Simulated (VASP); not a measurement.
# SnTe (Fm-3m) in VASP: a series of runs

One crystal, SnTe, is run at these levels: r2SCAN, LDA; tasks: relaxation of cell and atoms.

Program: VASP 6.6.1. These are calculated values, not measurements. Logs are shortened: lines on timing, memory, paths and dates and some standing lists are left out, and cuts for length are marked.

## Step 1: The crystal as given

The structure is cubic, space group Fm-3m (No. 225). Conventional cell: a = 6.302 Å, b = 6.302 Å, c = 6.302 Å, α = 90.00°, β = 90.00°, γ = 90.00°. Around Sn (site symmetry m-3m) lie 6 Te at 3.15 Å. Te (site symmetry m-3m) is surrounded by 6 Sn at 3.15 Å.

## Step 2: Relaxation of cell and atoms, r2SCAN

INCAR

```
PREC     = Accurate       # precision mode
ENCUT    = 600            # plane-wave cutoff, eV
EDIFF    = 1E-6           # SCF threshold, eV
ISMEAR   = 0              # smearing method
SIGMA    = 0.03           # smearing width, eV
LREAL    = False          # projectors in reciprocal space
LASPH    = True           # aspherical terms in the spheres
NELM     = 80             # most SCF steps
ALGO     = Normal         # electronic algorithm
ISIF     = 3              # what is computed and relaxed
LWAVE    = False          # write WAVECAR
LCHARG   = False          # write CHGCAR
METAGGA  = R2SCAN         # meta-GGA
LMIXTAU  = True         
IBRION   = 2              # ionic algorithm
NSW      = 90             # ionic steps
EDIFFG   = -0.01          # ionic threshold
```

KPOINTS

```
regular mesh
0
Gamma
  10 10 10
```

POSCAR

```
SnTe
1.0
    0.0000000000      3.1508500000      3.1508500000
    3.1508500000      0.0000000000      3.1508500000
    3.1508500000      3.1508500000      0.0000000000
Sn Te
1 1
Direct
    0.0000000000      0.0000000000      0.0000000000
    0.5000000000      0.5000000000      0.5000000000
```

Potentials or basis: VASP PAW PBE potentials, release 64 (Sn_d, Te).

Run with:

```bash
$ cat potpaw_PBE.64/Sn_d/POTCAR potpaw_PBE.64/Te/POTCAR > POTCAR
$ mpirun -np 1 vasp_std > vasp.out
```

OUTCAR:

```text
PREC = Accurate
   ENCUT = 600
   EDIFF = 1E-6
   ISMEAR = 0
   LREAL = False
   LASPH = True
   NELM = 80
   ISIF = 3
   METAGGA = R2SCAN
   IBRION = 2
   NSW = 90
   EDIFFG = -0.01

 ion  position               nearest neighbor table
   1  0.000  0.000  0.000-   2 3.15   2 3.15   2 3.15   2 3.15   2 3.15   2 3.15
   2  0.500  0.500  0.500-   1 3.15   1 3.15   1 3.15   1 3.15   1 3.15   1 3.15

  LATTYP: Found a face centered cubic cell.
 ALAT       =     6.3017000000

  Lattice vectors:

 A1 = (   0.0000000000,   3.1508500000,   3.1508500000)
 A2 = (   3.1508500000,   0.0000000000,   3.1508500000)
 A3 = (   3.1508500000,   3.1508500000,   0.0000000000)

Analysis of symmetry for initial positions (statically):
=====================================================================
 Subroutine PRICEL returns:
 Original cell was already a primitive cell.

 Routine SETGRP: Setting up the symmetry group for a
 face centered cubic supercell.

 Subroutine GETGRP returns: Found 48 space group operations
 (whereof 48 operations were pure point group operations)
 out of a pool of 48 trial point group operations.

The static configuration has the point symmetry O_h .

Analysis of symmetry for dynamics (positions and initial velocities):
=====================================================================
 Subroutine PRICEL returns:
 Original cell was already a primitive cell.

 Routine SETGRP: Setting up the symmetry group for a
 face centered cubic supercell.

 Subroutine GETGRP returns: Found 48 space group operations
 (whereof 48 operations were pure point group operations)
 out of a pool of 48 trial point group operations.

The dynamic configuration has the point symmetry O_h .

 Subroutine INISYM returns: Found 48 space group operations
 (whereof 48 operations are pure point group operations),
 and found     1 'primitive' translations

----------------------------------------------------------------------------------------

                                     Primitive cell

  volume of cell :      62.5624

  direct lattice vectors                    reciprocal lattice vectors
     0.000000000  3.150850000  3.150850000    -0.158687338  0.158687338  0.158687338
     3.150850000  0.000000000  3.150850000     0.158687338 -0.158687338  0.158687338
     3.150850000  3.150850000  0.000000000     0.158687338  0.158687338 -0.158687338

  length of vectors
     4.455974803  4.455974803  4.455974803     0.274854533  0.274854533  0.274854533

  position of ions in fractional coordinates (direct lattice)
     0.000000000  0.000000000  0.000000000
     0.500000000  0.500000000  0.500000000

[... 73 lines left out ...]
   LASPH  =      T    aspherical Exc in radial PAW
   ENCUT  =  600.0 eV  44.10 Ry    6.64 a.u.   8.90  8.90  8.90*2*pi/ulx,y,z
   NELM   =     80;   NELMIN=  2; NELMDL= -5     # of ELM steps
   EDIFF  = 0.1E-05   stopping-criterion for ELM
   LREAL  =      F    real-space projection
   EDIFFG = -.1E-01   stopping-criterion for IOM
   NSW    =     90    number of steps for IOM
   IBRION =      2    ionic relax: 0-MD 1-quasi-New 2-CG
   NFREE  =      1    steps in history (QN), initial steepest desc. (CG)
   ISIF   =      3    stress and relaxation
   ISYM   =      2    0-nonsym 1-usesym 2-fastsym
   POTIM  = 0.5000    time-step for ionic-motion
   TEBEG  =    0.0;   TEEND  =   0.0 temperature during run
   PSTRESS=    0.0 pullay stress
   NELECT =      20.0000    total number of electrons
   NUPDOWN=      -1.0000    fix difference up-down
   EMIN   =  10.00;   EMAX   =-10.00  energy-range for DOS
   EFERMI =   0.00;   METHOD = LEGACY
   ISMEAR =     0;   SIGMA  =   0.03  broadening in eV -4-tet -1-fermi 0-gaus
   EFERMI_NEDOS =   21; number of points for ismear=-14 and -15
   IALGO  =     38    algorithm
   IMIX   =      4    mixing-type and parameters
     AMIX     =   0.40;   BMIX     =  1.00
     AMIX_MAG =   1.60;   BMIX_MAG =  1.00
  volume/ion in A,a.u.               =      31.28       211.10
  Fermi-wavevector in a.u.,A,eV,Ry     =   1.119387  2.115336 17.048485  1.253028
  Thomas-Fermi vector in A             =   2.256026
   LORBIT       =      0    0 simple, 1 ext, 2 COOP (PROOUT), +10 PAW based schemes
   METAGGA = R2SCAN    functional components
   LHFCALC =     F    Hartree Fock is set to
   AEXX    =    0.0000 exact exchange contribution
   IVDW    =     0    specifies the selected vdW correction
   LEPSILON=     F    determine dielectric tensor
   LRPA    =     F    only Hartree local field effects (RPA)
 conjugate gradient relaxation of ions
 non-spin polarized calculation
 Gauss-broadening in eV      SIGMA  =   0.03
  energy-cutoff  :      600.00
  volume of cell :       62.56
 maximum number of plane-waves:      2108
   NGX = 17   NGY = 17   NGZ = 17

--------------------------------------- Ionic step        1  -------------------------------------------

 number of electron      19.9999998 magnetization

 Free energy of the ion-electron system (eV)
  ---------------------------------------------------
  ext. energy  EPLUGINS =         0.00000000
  ---------------------------------------------------
  free energy    TOTEN  =       -50.67981624 eV

  energy without entropy =      -50.67971295  energy(sigma->0) =      -50.67976459

 E-fermi :   7.1239     XC(G=0): -10.0674

 val. band max:        7.1082999112   @ k =   0.5000   0.0000   0.0000
 cond. band min:       7.1395211030   @ k =   0.5000   0.0000   0.0000
 fundamental gap:      0.0312211918
 Fermi energy:         7.1239105070

 k-point     1 :       0.0000    0.0000    0.0000
  band No.  band energies     occupation
      1     -15.7390      2.00000
      2     -15.7390      2.00000
      3     -15.7281      2.00000
      4     -15.7281      2.00000
      5     -15.7281      2.00000
      6      -6.4817      2.00000
      7       2.2861      2.00000
      8       4.5294      2.00000
      9       4.5294      2.00000
     10       4.5294      2.00000
     11      10.4587      0.00000
     12      10.4588      0.00000
     13      10.4588      0.00000
     14      11.9835      0.00000
[... 462 lines left out ...]
--------------------------------------- Ionic step        3  -------------------------------------------

 number of electron      20.0000002 magnetization

 Free energy of the ion-electron system (eV)
  ---------------------------------------------------
  ext. energy  EPLUGINS =         0.00000000
  ---------------------------------------------------
  free energy    TOTEN  =       -50.68988254 eV

  energy without entropy =      -50.68988162  energy(sigma->0) =      -50.68988208

 E-fermi :   6.6743     XC(G=0):  -9.9083

 val. band max:        6.6072549175   @ k =   0.5000   0.0000   0.0000
 cond. band min:       6.7413366604   @ k =   0.5000   0.0000   0.0000
 fundamental gap:      0.1340817429
 Fermi energy:         6.6742957885

 k-point     1 :       0.0000    0.0000    0.0000
  band No.  band energies     occupation
      1     -16.1421      2.00000
      2     -16.1421      2.00000
      3     -16.1334      2.00000
      4     -16.1334      2.00000
      5     -16.1334      2.00000
      6      -6.6417      2.00000
      7       1.7301      2.00000
      8       4.2120      2.00000
      9       4.2120      2.00000
     10       4.2120      2.00000
     11       9.9704      0.00000
     12       9.9704      0.00000
     13       9.9704      0.00000
     14      11.6346      0.00000
[... 420 lines left out ...]
  FREE ENERGIE OF THE ION-ELECTRON SYSTEM (eV)
  ---------------------------------------------------
  free  energy   TOTEN  =       -50.6898825417 eV

  energy  without entropy=      -50.6898816237  energy(sigma->0) =      -50.68988208

 reached required accuracy - stopping structural energy minimisation
```

OSZICAR:

```text
N       E                     dE             d eps       ncg     rms          rms(c)
DAV:   1     0.867586770000E+02    0.86759E+02   -0.10683E+04  1322   0.185E+03
DAV:   2    -0.423207711839E+02   -0.12908E+03   -0.12651E+03  1364   0.403E+02
DAV:   3    -0.534594933189E+02   -0.11139E+02   -0.11063E+02  1712   0.104E+02
[... 38 lines left out ...]
DAV:   6    -0.506898617570E+02   -0.84968E-04   -0.27339E-04  1316   0.153E-01    0.177E-02
DAV:   7    -0.506898637340E+02   -0.19770E-05   -0.74895E-05  1316   0.932E-02    0.420E-03
DAV:   8    -0.506898765613E+02   -0.12827E-04   -0.43706E-05  1316   0.750E-02    0.504E-03
DAV:   9    -0.506898784416E+02   -0.18804E-05   -0.12441E-05  1316   0.451E-02    0.289E-03
DAV:  10    -0.506898826501E+02   -0.42085E-05   -0.14806E-06  1004   0.198E-02    0.166E-03
DAV:  11    -0.506898825417E+02    0.10842E-06   -0.17904E-07   664   0.478E-03
   3 F= -.50689883E+02 E0= -.50689882E+02  d E =-.100663E-01
```

CONTCAR:

```text
SnTe
   1.00000000000000
    -0.0000000000000000    3.1857615200480942    3.1857615200480942
     3.1857615200480942   -0.0000000000000000    3.1857615200480942
     3.1857615200480942    3.1857615200480942    0.0000000000000000
  Sn              Te
     1     1
Direct
     0.0000000000000000    0.0000000000000000    0.0000000000000000
     0.5000000000000000    0.5000000000000000    0.5000000000000000

  0.00000000E+00  0.00000000E+00  0.00000000E+00
  0.00000000E+00  0.00000000E+00  0.00000000E+00
```

Wall time 3.4 min (1 thread of Intel Xeon 6975P-C (Granite Rapids), shared host); peak memory 0.26 GiB.

Results:

```
Free energy                            : -50.6899 eV
Relaxed volume                         : 32.33 Å³/atom
Relaxed cell                           : a = 4.505 Å, b = 4.505 Å, c = 4.505 Å, α = 60.00°, β = 60.00°, γ = 60.00°
Space group after relaxing (to 0.05 Å) : Fm-3m (No. 225)
Energy gained by relaxing              : 5.0 meV/atom
Ionic steps                            : 3
Pressure after relaxing                : 0.0 GPa
Band gap on the k mesh                 : 0.13 eV, direct
```

Step by step:
```
step  energy change (eV)  largest force (eV/Å)  pressure (GPa)  volume (Å³)
   1              0.0000                0.0000            1.58        62.56
   2             -0.0090                0.0000           -0.48        65.39
   3             -0.0101                0.0000            0.00        64.67
```

Final structure:
```
Sn Te
1.0
     0.00000    3.18576    3.18576
     3.18576    0.00000    3.18576
     3.18576    3.18576    0.00000
Sn Te
1 1
Direct
  0.00000 0.00000 0.00000
  0.50000 0.50000 0.50000
```

Caveat: the PAW data sets were made with another functional, which shifts forces and pressure a little; spin-orbit coupling is left out, which moves the levels of the heavy elements. A k mesh can miss the band edges.

## Step 3: Relaxation of cell and atoms, r2SCAN

This run uses another cell than the first one, of 32.33 Å³/atom, 1.034 times its volume.

Edit INCAR of step 2 so:

```diff
@@ -2,3 +2,3 @@
 ENCUT    = 600            # plane-wave cutoff, eV
-EDIFF    = 1E-6           # SCF threshold, eV
+EDIFF    = 1E-7           # SCF threshold, eV
 ISMEAR   = 0              # smearing method
@@ -16,2 +16,2 @@
 NSW      = 90             # ionic steps
-EDIFFG   = -0.01          # ionic threshold
+EDIFFG   = -0.005         # ionic threshold
```

KPOINTS is that of step 2.

POSCAR

```
SnTe                                    
1.0
   -0.0000000000      3.1857615200      3.1857615200
    3.1857615200     -0.0000000000      3.1857615200
    3.1857615200      3.1857615200      0.0000000000
  Sn              Te            
     1     1
Direct
     0.0000000000000000    0.0000000000000000    0.0000000000000000
     0.5000000000000000    0.5000000000000000    0.5000000000000000
```

Potentials or basis: VASP PAW PBE potentials, release 64 (Sn_d, Te).

Run with:

```bash
$ cat potpaw_PBE.64/Sn_d/POTCAR potpaw_PBE.64/Te/POTCAR > POTCAR
$ mpirun -np 1 vasp_std > vasp.out
```

Wall time 96 s (1 thread of Intel Xeon 6975P-C (Granite Rapids), shared host); peak memory 0.25 GiB.

It converged, with:

```
Free energy             : -50.6902 eV
Pressure after relaxing : 0.0 GPa
Band gap on the k mesh  : 0.13 eV, direct
```

Final structure:
```
Sn Te
1.0
     0.00000    3.18576    3.18576
     3.18576    0.00000    3.18576
     3.18576    3.18576    0.00000
Sn Te
1 1
Cartesian
  0.0000 0.0000 0.0000
  3.1858 3.1858 3.1858
```

Levels at points of the mesh, in eV from the valence-band top:
```tsv
k point	band 7	band 8	band 9	band 10	band 11	band 12	band 13	band 14
(0.00, 0.00, 0.00)	-4.88	-2.40	-2.40	-2.40	3.36	3.36	3.36	5.03
(0.50, 0.00, 0.00)	-8.62	-2.03	-2.03	0.00	0.13	0.33	0.33	8.13
(0.50, 0.50, 0.00)	-6.74	-5.74	-3.96	-3.96	2.45	4.95	4.95	6.46
```

Caveat: the relaxation stopped at its first step, so nothing moved; the PAW data sets were made with another functional, which shifts forces and pressure a little; spin-orbit coupling is left out, which moves the levels of the heavy elements.

## Step 4: Relaxation of cell and atoms, LDA

INCAR

```
ALGO = Normal
EDIFF = 1E-6
EDIFFG = -0.01
ENCUT = 600
GGA = CA
IBRION = 2
ISIF = 3
ISMEAR = 0
LASPH = T
LCHARG = F
LREAL = F
LWAVE = F
NELM = 80
NSW = 90
PREC = Accurate
SIGMA = 0.03
```

KPOINTS

```
k-points
0
Gamma
  10 10 10
```

POSCAR

```
SnTe
1.0
    0.0000000000      3.1508500000      3.1508500000
    3.1508500000      0.0000000000      3.1508500000
    3.1508500000      3.1508500000      0.0000000000
Sn Te
1 1
Direct
    0.0000000000      0.0000000000      0.0000000000
    0.5000000000      0.5000000000      0.5000000000
```

Potentials or basis: VASP PAW LDA potentials, release 64 (Sn_d, Te).

Run with:

```bash
$ cat potpaw_LDA.64/Sn_d/POTCAR potpaw_LDA.64/Te/POTCAR > POTCAR
$ mpirun -np 1 vasp_std > vasp.out
```

Wall time 32 s (1 thread of Intel Xeon 6975P-C (Granite Rapids), shared host); peak memory 0.21 GiB.

It converged, with:

- Free energy: -8.8326 eV
- Relaxed volume: 30.36 Å³/atom
- Relaxed cell: a = 4.412 Å, b = 4.412 Å, c = 4.412 Å, α = 60.00°, β = 60.00°, γ = 60.00°
- Space group after relaxing (to 0.05 Å): Fm-3m (No. 225)
- Energy gained by relaxing: 4.2 meV/atom
- Ionic steps: 3
- Pressure after relaxing: 0.0 GPa
- Band gap on the k mesh: 0.21 eV, direct

Step by step:
| step | energy change (eV) | largest force (eV/Å) | pressure (GPa) | volume (Å³) |
| --- | --- | --- | --- | --- |
| 1 | 0.0000 | 0.0000 | -1.45 | 62.56 |
| 2 | -0.0073 | 0.0000 | 0.58 | 60.03 |
| 3 | -0.0085 | 0.0000 | 0.00 | 60.72 |

Final structure:
```cif
data_structure
_symmetry_space_group_name_H-M 'P 1'
_symmetry_Int_Tables_number 1
_cell_length_a 4.4117
_cell_length_b 4.4117
_cell_length_c 4.4117
_cell_angle_alpha 60.000
_cell_angle_beta 60.000
_cell_angle_gamma 60.000
_cell_volume 60.72
loop_
_atom_site_label
_atom_site_type_symbol
_atom_site_fract_x
_atom_site_fract_y
_atom_site_fract_z
_atom_site_occupancy
Sn1 Sn 0.00000 0.00000 0.00000 1
Te1 Te 0.50000 0.50000 0.50000 1
```

Levels at points of the mesh, in eV from the valence-band top:
```
           k point  band 6  band 7  band 8  band 9  band 10  band 11  band 12  band 13  band 14
(0.00, 0.00, 0.00)  -12.97   -4.60   -2.14   -2.14    -2.14     3.42     3.42     3.42     4.79
(0.50, 0.00, 0.00)  -11.61   -8.48   -1.77   -1.77     0.00     0.21     0.36     0.36     7.87
(0.50, 0.50, 0.00)  -11.29   -6.51   -5.71   -3.80    -3.80     2.13     5.07     5.07     6.60
```

Caveat: spin-orbit coupling is left out, which moves the levels of the heavy elements.
